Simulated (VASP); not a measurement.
# Al16N15 (a cell with a defect) in VASP: further runs

The runs below take Al16N15 (a cell with a defect) through single point, with PBEsol.

Everything below comes from runs of VASP 6.6.1. Logs are shortened: lines on timing, memory, paths and dates and some standing lists are left out, and cuts for length are marked.

## (1) Starting point

The cell holds a defect, 31 atoms: a = 6.220 Å, b = 6.220 Å, c = 9.960 Å, α = 90.00°, β = 90.00°, γ = 120.00°.

## (2) Single point, PBEsol, collinear spin, ferromagnetic start

Contents of INCAR:

```
SYSTEM = Al16N15
PREC = Accurate
ENCUT = 450
EDIFF = 1E-5
ISMEAR = 0
SIGMA = 0.03
LREAL = Auto
LASPH = .TRUE.
NELM = 120
ALGO = Normal
ISIF = 2
LWAVE = .FALSE.
LCHARG = .FALSE.
ISPIN = 2
MAGMOM = 0.1 0 0 0 0 0 0 0 0.1 0 0.1 0 0.1 0 0 0 0 0 0 0 0 0 0 0 0 0 0 0 0 0 0
LORBIT = 11
GGA = PS
NELECT = 122.0
KPAR = 4
```

Contents of KPOINTS:

```
regular mesh
0
G
  3 3 2
  0 0 0
```

Contents of POSCAR:

```
Al16N15
1.0
    6.2200008610      0.0000000000      0.0000000000
   -3.1100004305      5.3866787572      0.0000000000
    0.0000000000      0.0000000000      9.9600000000
Al N
16 15
Direct
    0.3333333333      0.1666666667      0.0000000000
    0.3333333333      0.1666666667      0.5000000000
    0.3333333333      0.6666666667      0.0000000000
    0.3333333333      0.6666666667      0.5000000000
    0.8333333333      0.1666666667      0.0000000000
    0.8333333333      0.1666666667      0.5000000000
    0.8333333333      0.6666666667      0.0000000000
    0.8333333333      0.6666666667      0.5000000000
    0.1666666667      0.3333333333      0.2500000000
    0.1666666667      0.3333333333      0.7500000000
    0.1666666667      0.8333333333      0.2500000000
    0.1666666667      0.8333333333      0.7500000000
    0.6666666667      0.3333333333      0.2500000000
    0.6666666667      0.3333333333      0.7500000000
    0.6666666667      0.8333333333      0.2500000000
    0.6666666667      0.8333333333      0.7500000000
    0.3333333333      0.1666666667      0.6910000000
    0.3333333333      0.6666666667      0.1910000000
    0.3333333333      0.6666666667      0.6910000000
    0.8333333333      0.1666666667      0.1910000000
    0.8333333333      0.1666666667      0.6910000000
    0.8333333333      0.6666666667      0.1910000000
    0.8333333333      0.6666666667      0.6910000000
    0.1666666667      0.3333333333      0.4410000000
    0.1666666667      0.3333333333      0.9410000000
    0.1666666667      0.8333333333      0.4410000000
    0.1666666667      0.8333333333      0.9410000000
    0.6666666667      0.3333333333      0.4410000000
    0.6666666667      0.3333333333      0.9410000000
    0.6666666667      0.8333333333      0.4410000000
    0.6666666667      0.8333333333      0.9410000000
```

Potentials or basis: VASP PAW PBE potentials, release 64 (Al, N).

On the command line:

```
$ cat potpaw_PBE.64/Al/POTCAR potpaw_PBE.64/N/POTCAR > POTCAR
$ mpirun -np 4 vasp_std > vasp.out
```

OUTCAR:

```text
SYSTEM = Al16N15
   PREC = Accurate
   ENCUT = 450
   EDIFF = 1E-5
   ISMEAR = 0
   LREAL = Auto
   LASPH = .TRUE.
   NELM = 120
   ISIF = 2
   ISPIN = 2
   LORBIT = 11
   GGA = PS
   NELECT = 122.0

 ion  position               nearest neighbor table
   1  0.333  0.167  0.000-  25 1.89  29 1.89  27 1.89  10 3.07   9 3.07  14 3.07  13 3.07  12 3.07
                            11 3.07   5 3.11   5 3.11   3 3.11   3 3.11   7 3.11   7 3.11
   2  0.333  0.167  0.500-  24 1.89  28 1.89  26 1.89  17 1.90   9 3.07  10 3.07  13 3.07  14 3.07
                            11 3.07  12 3.07   6 3.11   6 3.11   8 3.11   4 3.11   4 3.11   8 3.11
   3  0.333  0.667  0.000-  27 1.89  31 1.89  25 1.89  18 1.90  11 3.07  12 3.07  15 3.07  16 3.07
                             9 3.07  10 3.07   7 3.11   7 3.11   1 3.11   1 3.11   5 3.11   5 3.11
   4  0.333  0.667  0.500-  26 1.89  30 1.89  24 1.89  19 1.90  11 3.07  12 3.07  15 3.07  16 3.07
                             9 3.07  10 3.07   8 3.11   8 3.11   2 3.11   2 3.11   6 3.11   6 3.11
   5  0.833  0.167  0.000-  29 1.89  25 1.89  31 1.89  20 1.90  13 3.07  14 3.07   9 3.07  10 3.07
                            15 3.07  16 3.07   1 3.11   1 3.11   7 3.11   7 3.11   3 3.11   3 3.11
   6  0.833  0.167  0.500-  28 1.89  24 1.89  30 1.89  21 1.90  13 3.07  14 3.07   9 3.07  10 3.07
                            15 3.07  16 3.07   2 3.11   2 3.11   8 3.11   8 3.11   4 3.11   4 3.11
   7  0.833  0.667  0.000-  31 1.89  27 1.89  29 1.89  22 1.90  15 3.07  16 3.07  11 3.07  12 3.07
                            13 3.07  14 3.07   3 3.11   3 3.11   5 3.11   5 3.11   1 3.11   1 3.11
   8  0.833  0.667  0.500-  30 1.89  26 1.89  28 1.89  23 1.90  15 3.07  16 3.07  11 3.07  12 3.07
                            13 3.07  14 3.07   4 3.11   4 3.11   6 3.11   6 3.11   2 3.11   2 3.11
   9  0.167  0.333  0.250-  20 1.89  18 1.89  24 1.90   2 3.07   1 3.07   6 3.07   5 3.07   4 3.07
[... 16 lines left out ...]
  18  0.333  0.667  0.191-  11 1.89  15 1.89   9 1.89   3 1.90
  19  0.333  0.667  0.691-  12 1.89  16 1.89  10 1.89   4 1.90
  20  0.833  0.167  0.191-  13 1.89   9 1.89  15 1.89   5 1.90
  21  0.833  0.167  0.691-  14 1.89  10 1.89  16 1.89   6 1.90
  22  0.833  0.667  0.191-  15 1.89  11 1.89  13 1.89   7 1.90
  23  0.833  0.667  0.691-  16 1.89  12 1.89  14 1.89   8 1.90
  24  0.167  0.333  0.441-   2 1.89   6 1.89   4 1.89   9 1.90
  25  0.167  0.333  0.941-   1 1.89   5 1.89   3 1.89  10 1.90
  26  0.167  0.833  0.441-   4 1.89   8 1.89   2 1.89  11 1.90
  27  0.167  0.833  0.941-   3 1.89   7 1.89   1 1.89  12 1.90
  28  0.667  0.333  0.441-   6 1.89   2 1.89   8 1.89  13 1.90
  29  0.667  0.333  0.941-   5 1.89   1 1.89   7 1.89  14 1.90
  30  0.667  0.833  0.441-   8 1.89   4 1.89   6 1.89  15 1.90
  31  0.667  0.833  0.941-   7 1.89   3 1.89   5 1.89  16 1.90

  LATTYP: Found a hexagonal cell.
 ALAT       =     6.2200008610
 C/A-ratio  =     1.6012859520

  Lattice vectors:

 A1 = (   6.2200008610,   0.0000000000,   0.0000000000)
 A2 = (  -3.1100004305,   5.3866787572,   0.0000000000)
 A3 = (   0.0000000000,   0.0000000000,   9.9600000000)

Analysis of symmetry for initial positions (statically):
=====================================================================
 Subroutine PRICEL returns:
[... 239 lines left out ...]

 k-point     1 :       0.0000    0.0000    0.0000
  band No.  band energies     occupation
      1      -9.1262      1.00000
      2      -8.3074      1.00000
      3      -8.1987      1.00000
      4      -7.3882      1.00000
      5      -7.3882      1.00000
      6      -7.0804      1.00000
[... 445 lines left out ...]
     72      13.0736      0.00000
     73      13.1012      0.00000
 Fermi energy:         6.1464199116

 spin component 2

 k-point     1 :       0.0000    0.0000    0.0000
  band No.  band energies     occupation
      1      -9.1262      1.00000
      2      -8.3074      1.00000
      3      -8.1987      1.00000
      4      -7.3882      1.00000
      5      -7.3882      1.00000
      6      -7.0804      1.00000
[... 445 lines left out ...]
     72      13.0736      0.00000
     73      13.1012      0.00000
 [bands above 73 left out]

------------------------ aborting loop because EDIFF is reached ----------------------------------------

  FORCE on cell =-STRESS in cart. coord.  units (eV):
  Direction    XX          YY          ZZ          XY          YZ          ZX
  --------------------------------------------------------------------------------------
  -------------------------------------------------------------------------------------
  Total      -11.9457266    -11.9457266    -14.0372807      0.0000000     -0.0000000     -0.0000000
  in kB      -57.3524923    -57.3524923    -67.3942285      0.0000000     -0.0000000     -0.0000000
  external PRESSURE =     -60.6997377 kB  Pullay stress =       0.0000000 kB

 VOLUME and BASIS-vectors are now :
 -----------------------------------------------------------------------------
  energy-cutoff  :      450.00
  volume of cell :      333.71
      direct lattice vectors                 reciprocal lattice vectors
     6.220000861  0.000000000  0.000000000     0.160771682  0.092821574  0.000000000
    -3.110000430  5.386678757  0.000000000     0.000000000  0.185643148  0.000000000
     0.000000000  0.000000000  9.960000000     0.000000000  0.000000000  0.100401606

 POSITION                                       TOTAL-FORCE (eV/Angst)
 -----------------------------------------------------------------------------------
      1.55500      0.89778      0.00000        -0.000000      0.000000     -1.212705
      1.55500      0.89778      4.98000        -0.000000      0.000000      0.602857
     -0.00000      3.59112      0.00000         0.195253      0.112729     -0.399676
     -0.00000      3.59112      4.98000         0.267612      0.154506      0.272935
      4.66500      0.89778      0.00000        -0.000000     -0.225459     -0.399676
      4.66500      0.89778      4.98000        -0.000000     -0.309012      0.272935
[... 23 lines left out ...]
      1.55500      4.48890      4.39236        -0.000000      0.000000     -0.284678
      1.55500      4.48890      9.37236        -0.000000      0.000000      0.298127
 -----------------------------------------------------------------------------------
    total drift:                                0.000003     -0.000000      0.024853

  FREE ENERGIE OF THE ION-ELECTRON SYSTEM (eV)
  ---------------------------------------------------
  free  energy   TOTEN  =      -245.2307007533 eV

  energy  without entropy=     -245.2307007533  energy(sigma->0) =     -245.23070075

 total charge

# of ion       s       p       d       tot
------------------------------------------
    1        0.373   0.405   0.000   0.778
    2        0.365   0.438   0.000   0.804
    3        0.366   0.439   0.000   0.805
    4        0.366   0.437   0.000   0.803
    5        0.366   0.439   0.000   0.805
    6        0.366   0.437   0.000   0.803
[... 23 lines left out ...]
   30        1.221   2.606   0.000   3.828
   31        1.222   2.606   0.000   3.828
--------------------------------------------------
tot         24.246  45.846   0.000  70.092

 magnetization (x)

# of ion       s       p       d       tot
------------------------------------------
    1       -0.000  -0.000   0.000  -0.000
    2        0.000  -0.000   0.000   0.000
    3       -0.000   0.000   0.000   0.000
    4        0.000  -0.000   0.000  -0.000
    5       -0.000   0.000   0.000   0.000
    6        0.000  -0.000   0.000  -0.000
[... 23 lines left out ...]
   30        0.000   0.000   0.000   0.000
   31        0.000   0.000   0.000   0.000
--------------------------------------------------
tot         -0.000  -0.000   0.000  -0.000
```

It took 3.9 min on 4 MPI ranks of Intel Xeon Platinum 8259CL at 2.50GHz (Skylake/Cascade Lake), shared host; peak memory 0.62 GiB.

Results:

- Free energy: -245.2307 eV
- Largest force: 1.213 eV/Å
- Band gap on the k mesh: 2.97 eV, indirect (least direct gap 3.03 eV)
- Net moment: 0.00 μB per cell
- Valence electrons inside the program's atomic spheres: Al 0.78, 0.80, 0.81, 0.77; N 3.83, 3.82

Forces on the atoms (eV/Å):
```
Al   0.000  0.000 -1.213
Al   0.000  0.000  0.603
Al   0.195  0.113 -0.400
Al   0.268  0.155  0.273
Al   0.000 -0.225 -0.400
Al   0.000 -0.309  0.273
Al  -0.195  0.113 -0.400
Al  -0.268  0.155  0.273
Al  -0.651  0.376  0.493
Al   0.078 -0.045 -0.351
Al   0.000 -0.752  0.493
Al   0.000  0.090 -0.351
Al   0.651  0.376  0.493
Al  -0.078 -0.045 -0.351
Al   0.000  0.000  0.422
Al   0.000  0.000 -0.137
N    0.000  0.000  0.030
N    0.082  0.048 -0.116
N   -0.102 -0.059  0.042
N    0.000 -0.095 -0.116
N    0.000  0.118  0.042
N   -0.082  0.048 -0.116
N    0.102 -0.059  0.042
N    0.273 -0.158 -0.659
N    0.165 -0.096  0.811
N    0.000  0.315 -0.659
N    0.000  0.191  0.811
N   -0.273 -0.158 -0.659
N   -0.165 -0.096  0.811
N    0.000  0.000 -0.285
N    0.000  0.000  0.298
```

Caveat: the cell is charged against a uniform background, so pressure and absolute levels hang on convention; the cutoff is under 1.25 times the usual one of these potentials, so pressure, stress and relaxed cells hold a basis-set (Pulay) error; the PAW data sets were made with another functional, which shifts forces and pressure a little. Expect the measured gap to be larger: semilocal functionals such as PBEsol lack the derivative discontinuity.

## (3) Single point, PBEsol

Changes to INCAR since step 2:

```diff
@@ -13,6 +13,4 @@
 LCHARG = .FALSE.
-ISPIN = 2
-MAGMOM = 0.1 0 0 0 0 0 0 0 0.1 0 0.1 0 0.1 0 0 0 0 0 0 0 0 0 0 0 0 0 0 0 0 0 0
+GGA = PS
 LORBIT = 11
-GGA = PS
 NELECT = 122.0
```

KPOINTS is that of step 2.

POSCAR is that of step 2.

Potentials or basis: VASP PAW PBE potentials, release 64 (Al, N).

On the command line:

```
$ cat potpaw_PBE.64/Al/POTCAR potpaw_PBE.64/N/POTCAR > POTCAR
$ mpirun -np 4 vasp_std > vasp.out
```

Run time: 1.9 min. Hardware: 4 MPI ranks of Intel Xeon Platinum 8259CL at 2.50GHz (Skylake/Cascade Lake), shared host; peak memory 0.41 GiB.

It converged, with:

```yaml
Free_energy: -245.2307 eV
Largest_force: 1.213 eV/Å
Band_gap_on_the_k_mesh: 2.97 eV, indirect (least direct gap 3.03 eV)
Valence_electrons_inside_the_program's_atomic_spheres: Al 0.78, 0.80, 0.81, 0.77; N 3.83, 3.82
```

Forces on the atoms (eV/Å):
```
Al   0.000  0.000 -1.213
Al   0.000  0.000  0.603
Al   0.195  0.113 -0.400
Al   0.268  0.154  0.273
Al   0.000 -0.225 -0.400
Al   0.000 -0.309  0.273
Al  -0.195  0.113 -0.400
Al  -0.268  0.154  0.273
Al  -0.651  0.376  0.493
Al   0.078 -0.045 -0.351
Al   0.000 -0.752  0.493
Al   0.000  0.090 -0.351
Al   0.651  0.376  0.493
Al  -0.078 -0.045 -0.351
Al   0.000  0.000  0.422
Al   0.000  0.000 -0.137
N    0.000  0.000  0.030
N    0.082  0.048 -0.115
N   -0.102 -0.059  0.042
N    0.000 -0.095 -0.115
N    0.000  0.118  0.042
N   -0.082  0.048 -0.115
N    0.102 -0.059  0.042
N    0.273 -0.158 -0.659
N    0.166 -0.096  0.811
N    0.000  0.315 -0.659
N    0.000  0.191  0.811
N   -0.273 -0.158 -0.659
N   -0.166 -0.096  0.811
N    0.000  0.000 -0.284
N    0.000  0.000  0.298
```

Levels at points of the mesh, in eV from the valence-band top:
```
           k point  band 57  band 58  band 59  band 60  band 61  band 62  band 63  band 64  band 65  band 66
(0.00, 0.00, 0.00)    -0.58    -0.58    -0.27    -0.13    -0.13     3.37     4.28     4.28     4.46     5.11
(0.00, 0.00, 0.50)    -0.53    -0.53    -0.45    -0.14    -0.14     3.14     4.48     4.48     4.81     4.81
```

Caveat: the cell is charged against a uniform background, so pressure and absolute levels hang on convention; the cutoff is under 1.25 times the usual one of these potentials, so pressure, stress and relaxed cells hold a basis-set (Pulay) error; the PAW data sets were made with another functional, which shifts forces and pressure a little. As with any semilocal functional, this PBEsol gap is likely too small.
